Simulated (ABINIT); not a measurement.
# SiC (F-43m): G0W0 in ABINIT against the plane-wave cutoff, part 2 of 2

How does the gap of SiC (F-43m) converge in the plane-wave cutoff?

ABINIT 10.8.3; PBE and many-body steps on it, plane waves. Known limits of the many-body steps: not at the basis limit.

So far. Step 5 (Empty states on the mesh, 6×6×6 mesh, 107 bands): On this mesh the gap is 1.362 eV. Step 6 (Screening, 6×6×6 mesh, 99 bands, screening to 261.2 eV): Local fields lower ε∞ by 9 %.

## (8) Screening, 6×6×6 mesh, 99 bands, screening to 261.2 eV

This step: RPA screening on PBE, plane waves, norm-conserving pseudopotentials.

File run.abi:

```
acell 3*1.0 Angstrom
rprim 
  -0.000000000000 2.179000000000 2.179000000000
  2.179000000000 0.000000000000 2.179000000000
  2.179000000000 2.179000000000 -0.000000000000
ntypat 2
znucl 14 6
natom 2
typat 1 2
xred 
  0.000000000000 0.000000000000 0.000000000000
  0.250000000000 0.250000000000 0.250000000000
pp_dirpath "pseudos"
pseudos "Si.upf, C.upf"
ecut 30
ngkpt 6 6 6
nshiftk 1
shiftk 0 0 0
kptopt 1
chksymbreak 0
istwfk *1
occopt 1
irdwfk 1
optdriver 3
nband 99
ecuteps 9.6
inclvkb 2
awtr 1
symchi 1
indata_prefix "in"
outdata_prefix "out"
tmpdata_prefix "tmp"
```

Launch:

```console
$ OMP_NUM_THREADS=1 mpirun -n 4 abinit run.abi > log
```

The program printed:

```text
.Version 10.8.3 of ABINIT. v10.8.2 released Aug 2026.

 Symmetries : space group F-4 3 m (#216); Bravais cF (face-center cubic)
[... echo of the input left out ...]
== DATASET  1 ==================================================================
-   mpi_nproc: 4, omp_nthreads: 1 (-1 if OMP is not activated)

--- !DatasetInfo
iteration_state: {dtset: 1, }
dimensions: {natom: 2, nkpt: 16, mband: 99, nsppol: 1, nspinor: 1, nspden: 1, mpw: 1113, }
cutoff_energies: {ecut:  30.0, pawecutdg:  -1.0, }
electrons: {nelect:   8.00000000E+00, charge:   0.00000000E+00, occopt:   1.00000000E+00, tsmear:   1.00000000E-02, }

 SCREENING: Calculation of the susceptibility and dielectric matrices

 Based on a program developped by R.W. Godby, V. Olevano, G. Onida, and L. Reining.
 Incorporated in ABINIT by V. Olevano, G.-M. Rignanese, and M. Torrent.
.Using double precision arithmetic ; gwpc =  8

[... cell and pseudopotentials left out ...]
--------------------------------------------------------------------------------

 ==== K-mesh for the wavefunctions ====
 Number of points in the irreducible wedge :    16
[... list of points left out ...]
 Together with 24 symmetry operations and time-reversal symmetry
 yields   216 points in the full Brillouin Zone.

 ==== Q-mesh for the screening function ====
 Number of points in the irreducible wedge :    16
[... list of points left out ...]
 Together with 24 symmetry operations and time-reversal symmetry
 yields   216 points in the full Brillouin Zone.

 setmesh: FFT mesh size selected  =    24x   24x   24
          total number of points  =        13824

 vcoul_init : cutoff-mode = AUXILIARY_FUNCTION
 q-points for optical limit:   1
     1)      0.000010    0.000020    0.000030

- screening: taking advantage of time-reversal symmetry
- Maximum band index for partially occupied states nbvw = 4
- Remaining bands to be divided among processors   nbcw = 95
- Number of bands treated by each node ~23

 Number of electrons calculated from density =    8.0000; Expected =    8.0000
 average of density, n =  0.057292
 r_s =    1.6092
 omega_plasma =   23.0888 [eV]

 calculating chi0 at frequencies [eV] :
  1    0.000000E+00    0.000000E+00
  2    0.000000E+00    2.308880E+01

--------------------------------------------------------------------------------
  q-point number  1        q = ( 0.000000, 0.000000, 0.000000) [r.l.u.]
--------------------------------------------------------------------------------
[... chi0 elements left out ...]
 For q-point:  0.000010 0.000020 0.000030
  dielectric constant =   7.0896
  dielectric constant without local fields =   7.7522

  Average fulfillment of the sum rule on Im[epsilon] for q-point    1 :     91.28  [%]
[... wings left out ...]
  q-point number  2        q = ( 0.166667, 0.000000, 0.000000) [r.l.u.]
--------------------------------------------------------------------------------
[... chi0 elements left out ...]
  Average fulfillment of the sum rule on Im[epsilon] for q-point    2 :     95.93  [%]

 [... 14 further q-points ...]
```

Wall time 56 s (4 MPI ranks of Intel Xeon 6975P-C (Granite Rapids), shared host); peak memory 0.75 GiB.

This step gave:

- ε∞ with local fields, on this mesh, along the program's q direction: 7.090
- the same without local fields: 7.752
- plasma frequency: 23.09 eV
- plane waves in the screening matrix: 181

## (9) 30 Ha

The self-energy is evaluated for the states that the input lists, and the levels follow from it, in one-shot runs by the linearised quasiparticle equation.

This step: G0W0 on PBE, plane waves, norm-conserving pseudopotentials.

run.abi: that of step 8 with these lines changed.

```diff
@@ -23,8 +23,17 @@
 irdwfk 1
-optdriver 3
+optdriver 4
 nband 99
+gwcalctyp 0
+ecutsigx 30
+symsigma 1
+nkptgw 2
+kptgw 
+  0.0000000000 0.0000000000 0.0000000000
+  0.5000000000 0.5000000000 0.0000000000
+bdgw 
+  2 8
+  3 6
 ecuteps 9.6
-inclvkb 2
-awtr 1
-symchi 1
+irdscr 1
+ppmodel 1
 indata_prefix "in"
```

The program printed:

```text
.Version 10.8.3 of ABINIT. v10.8.2 released Aug 2026.

 Symmetries : space group F-4 3 m (#216); Bravais cF (face-center cubic)
[... echo of the input left out ...]
== DATASET  1 ==================================================================
-   mpi_nproc: 4, omp_nthreads: 1 (-1 if OMP is not activated)

--- !DatasetInfo
iteration_state: {dtset: 1, }
dimensions: {natom: 2, nkpt: 16, mband: 99, nsppol: 1, nspinor: 1, nspden: 1, mpw: 1113, }
cutoff_energies: {ecut:  30.0, pawecutdg:  -1.0, }
electrons: {nelect:   8.00000000E+00, charge:   0.00000000E+00, occopt:   1.00000000E+00, tsmear:   1.00000000E-02, }

 SIGMA: Calculation of the GW corrections

 Based on a program developped by R.W. Godby, V. Olevano, G. Onida, and L. Reining.
 Incorporated in ABINIT by V. Olevano, G.-M. Rignanese, and M. Torrent.
.Using double precision arithmetic ; gwpc =  8

[... cell and pseudopotentials left out ...]
--------------------------------------------------------------------------------

 ==== K-mesh for the wavefunctions ====
 Number of points in the irreducible wedge :    16
[... list of points left out ...]
 Together with 24 symmetry operations and time-reversal symmetry
 yields   216 points in the full Brillouin Zone.

 ==== Q-mesh for screening function ====
 Number of points in the irreducible wedge :    16
[... list of points left out ...]
 Together with 24 symmetry operations and time-reversal symmetry
 yields   216 points in the full Brillouin Zone.

 vcoul_init : cutoff-mode = AUXILIARY_FUNCTION
 q-points for optical limit:   1
     1)      0.000010    0.000020    0.000030
 setmesh: FFT mesh size selected  =    30x   30x   30
          total number of points  =        27000

 Number of electrons calculated from density =    8.0000; Expected =    8.0000
[...]
number of omega for Sigma on real axis              0
 max omega for Sigma on real axis  [eV]           0.00
 zcut for avoiding poles [eV]                     0.10

 EPSILON^-1 parameters (SCR file):
 dimension of the eps^-1 matrix on file            181
 dimension of the eps^-1 matrix used               181
 number of plane-waves for wavefunctions          1067
 number of bands                                    99
 number of q-points in IBZ                          16
 number of frequencies                               2
 number of real frequencies                          1
 number of imag frequencies                          1

 matrix elements of self-energy operator (all in [eV])

 Perturbative Calculation

--- !SelfEnergy_ee
iteration_state: {dtset: 1, }
kpoint     : [   0.000,    0.000,    0.000, ]
spin       : 1
KS_gap     :    6.213
QP_gap     :    7.119
Delta_QP_KS:    0.906
data: !SigmaeeData |
     Band     E0 <VxcDFT>   SigX SigC(E0)      Z dSigC/dE  Sig(E)    E-E0       E
        2   6.841 -14.928 -17.575   1.917   0.792  -0.262 -15.507  -0.579   6.262
        3   6.841 -14.928 -17.575   1.917   0.792  -0.262 -15.507  -0.579   6.262
        4   6.841 -14.928 -17.575   1.917   0.792  -0.262 -15.507  -0.579   6.262
[...]
--- !SelfEnergy_ee
iteration_state: {dtset: 1, }
kpoint     : [   0.500,    0.500,    0.000, ]
spin       : 1
KS_gap     :    4.551
QP_gap     :    5.584
Delta_QP_KS:    1.033
data: !SigmaeeData |
     Band     E0 <VxcDFT>   SigX SigC(E0)      Z dSigC/dE  Sig(E)    E-E0       E
[...]
5   8.196 -10.505  -6.372  -3.955   0.820  -0.220 -10.359   0.146   8.342
        6  11.169 -10.770  -5.961  -4.423   0.822  -0.216 -10.453   0.317  11.486

== END DATASET(S) ==============================================================
================================================================================

 -outvars: echo values of variables after computation  --------
           etotal      0.0000000000E+00
            nband          99
             nkpt          16
          spgroup         216
 [... the other variables as echoed above ...]

 Calculation completed.
```

The job ended after 13 s (4 MPI ranks; peak memory 0.81 GiB; 52 s of CPU time).

This step gave:

| Item | Value |
| --- | --- |
| G0W0 gap on the points computed | 2.080 eV |
| starting gap on the mesh | 1.355 eV |
| k of the valence top | 0, 0, 0 |
| k of the conduction bottom | 0.5, 0.5, 0 |
| Z at the valence top | 0.792 |
| Z at the conduction bottom | 0.82 |
| least direct G0W0 gap on the computed points | 5.583 eV |

The gap on the mesh goes from 1.36 eV to 2.08 eV, a correction of +0.72 eV.

## (10) Screening, 6×6×6 mesh, 99 bands, screening to 261.2 eV

This step: RPA screening on PBE, plane waves, norm-conserving pseudopotentials.

run.abi: that of step 9 with these lines changed.

```diff
@@ -14,3 +14,3 @@
 pseudos "Si.upf, C.upf"
-ecut 30
+ecut 37
 ngkpt 6 6 6
@@ -23,17 +23,8 @@
 irdwfk 1
-optdriver 4
+optdriver 3
 nband 99
-gwcalctyp 0
-ecutsigx 30
-symsigma 1
-nkptgw 2
-kptgw 
-  0.0000000000 0.0000000000 0.0000000000
-  0.5000000000 0.5000000000 0.0000000000
-bdgw 
-  2 8
-  3 6
 ecuteps 9.6
-irdscr 1
-ppmodel 1
+inclvkb 2
+awtr 1
+symchi 1
 indata_prefix "in"
```

The program printed:

```text
.Version 10.8.3 of ABINIT. v10.8.2 released Aug 2026.

 Symmetries : space group F-4 3 m (#216); Bravais cF (face-center cubic)
[... echo of the input left out ...]
== DATASET  1 ==================================================================
-   mpi_nproc: 4, omp_nthreads: 1 (-1 if OMP is not activated)

--- !DatasetInfo
iteration_state: {dtset: 1, }
dimensions: {natom: 2, nkpt: 16, mband: 99, nsppol: 1, nspinor: 1, nspden: 1, mpw: 1524, }
cutoff_energies: {ecut:  37.0, pawecutdg:  -1.0, }
[...]
--------------------------------------------------------------------------------
[... chi0 elements left out ...]
 For q-point:  0.000010 0.000020 0.000030
  dielectric constant =   7.0819
  dielectric constant without local fields =   7.7434

  Average fulfillment of the sum rule on Im[epsilon] for q-point    1 :     91.28  [%]
[... wings left out ...]
  q-point number  2        q = ( 0.166667, 0.000000, 0.000000) [r.l.u.]
--------------------------------------------------------------------------------
[... chi0 elements left out ...]
  Average fulfillment of the sum rule on Im[epsilon] for q-point    2 :     95.93  [%]

 [... 14 further q-points ...]
```

Elapsed: 57 s, on 4 MPI ranks; peak memory 0.78 GiB; 3.8 min of CPU time.

Numbers from this step:

* ε∞ with local fields, on this mesh, along the program's q direction: 7.082
* the same without local fields: 7.743
* plasma frequency: 23.09 eV
* plane waves in the screening matrix: 181

## (11) 37 Ha

This step: G0W0 on PBE, plane waves, norm-conserving pseudopotentials.

run.abi: that of step 10 with these lines changed.

```diff
@@ -23,8 +23,17 @@
 irdwfk 1
-optdriver 3
+optdriver 4
 nband 99
+gwcalctyp 0
+ecutsigx 37
+symsigma 1
+nkptgw 2
+kptgw 
+  0.0000000000 0.0000000000 0.0000000000
+  0.5000000000 0.5000000000 0.0000000000
+bdgw 
+  2 8
+  3 6
 ecuteps 9.6
-inclvkb 2
-awtr 1
-symchi 1
+irdscr 1
+ppmodel 1
 indata_prefix "in"
```

The program printed:

```text
.Version 10.8.3 of ABINIT. v10.8.2 released Aug 2026.

 Symmetries : space group F-4 3 m (#216); Bravais cF (face-center cubic)
[... echo of the input left out ...]
== DATASET  1 ==================================================================
-   mpi_nproc: 4, omp_nthreads: 1 (-1 if OMP is not activated)

--- !DatasetInfo
iteration_state: {dtset: 1, }
dimensions: {natom: 2, nkpt: 16, mband: 99, nsppol: 1, nspinor: 1, nspden: 1, mpw: 1524, }
cutoff_energies: {ecut:  37.0, pawecutdg:  -1.0, }
[...]
Band     E0 <VxcDFT>   SigX SigC(E0)      Z dSigC/dE  Sig(E)    E-E0       E
[...]
5   8.196 -10.505  -6.372  -3.955   0.820  -0.220 -10.359   0.146   8.343
        6  11.168 -10.770  -5.961  -4.423   0.822  -0.216 -10.453   0.317  11.485

== END DATASET(S) ==============================================================
================================================================================

 -outvars: echo values of variables after computation  --------
           etotal      0.0000000000E+00
            nband          99
             nkpt          16
          spgroup         216
 [... the other variables as echoed above ...]

 Calculation completed.
```

Run time: 14 s. Hardware: 4 MPI ranks; peak memory 0.83 GiB; 54 s of CPU time.

This step gave:

- G0W0 gap on the points computed: 2.088 eV
- starting gap on the mesh: 1.361 eV
- k of the valence top: 0, 0, 0
- k of the conduction bottom: 0.5, 0.5, 0
- least direct G0W0 gap on the computed points: 5.587 eV

Against the run before, the gap moves by +0.008 eV.

## (12) Screening, 6×6×6 mesh, 99 bands, screening to 261.2 eV

This step: RPA screening on PBE, plane waves, norm-conserving pseudopotentials.

run.abi: that of step 11 with these lines changed.

```diff
@@ -14,3 +14,3 @@
 pseudos "Si.upf, C.upf"
-ecut 37
+ecut 46
 ngkpt 6 6 6
@@ -23,17 +23,8 @@
 irdwfk 1
-optdriver 4
+optdriver 3
 nband 99
-gwcalctyp 0
-ecutsigx 37
-symsigma 1
-nkptgw 2
-kptgw 
-  0.0000000000 0.0000000000 0.0000000000
-  0.5000000000 0.5000000000 0.0000000000
-bdgw 
-  2 8
-  3 6
 ecuteps 9.6
-irdscr 1
-ppmodel 1
+inclvkb 2
+awtr 1
+symchi 1
 indata_prefix "in"
```

The program printed:

```text
.Version 10.8.3 of ABINIT. v10.8.2 released Aug 2026.

 Symmetries : space group F-4 3 m (#216); Bravais cF (face-center cubic)
[... echo of the input left out ...]
== DATASET  1 ==================================================================
-   mpi_nproc: 4, omp_nthreads: 1 (-1 if OMP is not activated)

--- !DatasetInfo
iteration_state: {dtset: 1, }
dimensions: {natom: 2, nkpt: 16, mband: 99, nsppol: 1, nspinor: 1, nspden: 1, mpw: 2100, }
cutoff_energies: {ecut:  46.0, pawecutdg:  -1.0, }
[...]
--------------------------------------------------------------------------------
[... chi0 elements left out ...]
 For q-point:  0.000010 0.000020 0.000030
  dielectric constant =   7.0811
  dielectric constant without local fields =   7.7426

  Average fulfillment of the sum rule on Im[epsilon] for q-point    1 :     91.28  [%]
[... wings left out ...]
  q-point number  2        q = ( 0.166667, 0.000000, 0.000000) [r.l.u.]
--------------------------------------------------------------------------------
[... chi0 elements left out ...]
  Average fulfillment of the sum rule on Im[epsilon] for q-point    2 :     95.93  [%]

 [... 14 further q-points ...]
```

Elapsed: 49 s, on 4 MPI ranks; peak memory 0.86 GiB.

Numbers from this step:

```yaml
eps_infinity_with_local_fields_on_this_mesh_along_the_program_s_q_direction: 7.081
the_same_without_local_fields: 7.743
plasma_frequency: 23.09 eV
plane_waves_in_the_screening_matrix: 181
```

## (13) 46 Ha

This step: G0W0 on PBE, plane waves, norm-conserving pseudopotentials.

run.abi: that of step 12 with these lines changed.

```diff
@@ -23,8 +23,17 @@
 irdwfk 1
-optdriver 3
+optdriver 4
 nband 99
+gwcalctyp 0
+ecutsigx 46
+symsigma 1
+nkptgw 2
+kptgw 
+  0.0000000000 0.0000000000 0.0000000000
+  0.5000000000 0.5000000000 0.0000000000
+bdgw 
+  2 8
+  3 6
 ecuteps 9.6
-inclvkb 2
-awtr 1
-symchi 1
+irdscr 1
+ppmodel 1
 indata_prefix "in"
```

The program printed:

```text
.Version 10.8.3 of ABINIT. v10.8.2 released Aug 2026.

 Symmetries : space group F-4 3 m (#216); Bravais cF (face-center cubic)
[... echo of the input left out ...]
== DATASET  1 ==================================================================
-   mpi_nproc: 4, omp_nthreads: 1 (-1 if OMP is not activated)

--- !DatasetInfo
iteration_state: {dtset: 1, }
dimensions: {natom: 2, nkpt: 16, mband: 99, nsppol: 1, nspinor: 1, nspden: 1, mpw: 2100, }
cutoff_energies: {ecut:  46.0, pawecutdg:  -1.0, }
[...]
Band     E0 <VxcDFT>   SigX SigC(E0)      Z dSigC/dE  Sig(E)    E-E0       E
[...]
5   8.196 -10.505  -6.372  -3.955   0.820  -0.220 -10.359   0.146   8.343
        6  11.168 -10.770  -5.961  -4.423   0.822  -0.216 -10.453   0.317  11.485

== END DATASET(S) ==============================================================
================================================================================

 -outvars: echo values of variables after computation  --------
           etotal      0.0000000000E+00
            nband          99
             nkpt          16
          spgroup         216
 [... the other variables as echoed above ...]

 Calculation completed.
```

It took 13 s on 4 MPI ranks; peak memory 0.9 GiB; 52 s of CPU time.

Numbers from this step:

```yaml
g0w0_gap_on_the_points_computed: 2.089 eV
starting_gap_on_the_mesh: 1.362 eV
k_of_the_valence_top: 0, 0, 0
k_of_the_conduction_bottom: 0.5, 0.5, 0
least_direct_g0w0_gap_on_the_computed_points: 5.587 eV
```

Against the run before, the gap moves by +0.001 eV.

## (14) The runs together

Times are wall times on 4 MPI ranks of Intel Xeon 6975P-C (Granite Rapids), shared host, good to a factor of about two. A run's time includes the screening step that it read.

```
  run   mesh  bands  screening cutoff (eV)  DFT gap (eV)  gap on the mesh (eV)  direct (eV)  ε∞ used  time
22 Ha  6×6×6     99                  261.2         1.336                 2.051        5.563     7.15  68 s
30 Ha  6×6×6     99                  261.2         1.355                 2.080        5.583     7.09  70 s
37 Ha  6×6×6     99                  261.2         1.361                 2.088        5.587     7.08  70 s
46 Ha  6×6×6     99                  261.2         1.362                 2.089        5.587     7.08  62 s
```

## (15) Outcome

* 22 Ha: 2.051 eV
* 30 Ha: 2.080 eV
* 37 Ha: 2.088 eV
* 46 Ha: 2.089 eV
* known limits: not at the basis limit

What this shows: The setting moved: plane-wave cutoff. From 22 Ha to 46 Ha the gap moves by +0.04 eV. It holds to 0.03 eV from 30 Ha on. Bands and screening cutoff are coupled, so a series along one setting does not show full convergence. Bands and cutoff are finite, so the gap is not at the basis limit. The miss can reach some tenths of an eV and take either sign; the mesh is an error of its own. In the G0W0 runs levels were corrected at 2 k points alone, so a gap called «on the mesh» is the least over those, and an edge elsewhere would be missed.

[Paths, hosts, dates, memory and timing lines, banners, echoed tables and standing remarks are left out of the program output.]

[Logs are printed without paths, hosts, clocks, repeated set-up lines and the standing remarks that a program may print on its own settings, such as how far it seeks lower states.]

[Runs of the session that timed out or met a known fault of the program may be left out.]

[Hosts, paths, dates, database ids (printed as entryN), source tags and the programs' standing remarks are cut or masked in the printed files.]

[G0W0 gaps are taken among the corrected bands and points alone; a level outside them can change the order at an edge.]

[Where Ansatz stands beside ABINIT at settings called matched, ABINIT's density can come from a denser mesh and the files from another edition; pairs whose starting gaps differed by over 0.03 eV were left out, so agreement reads better than it is.]
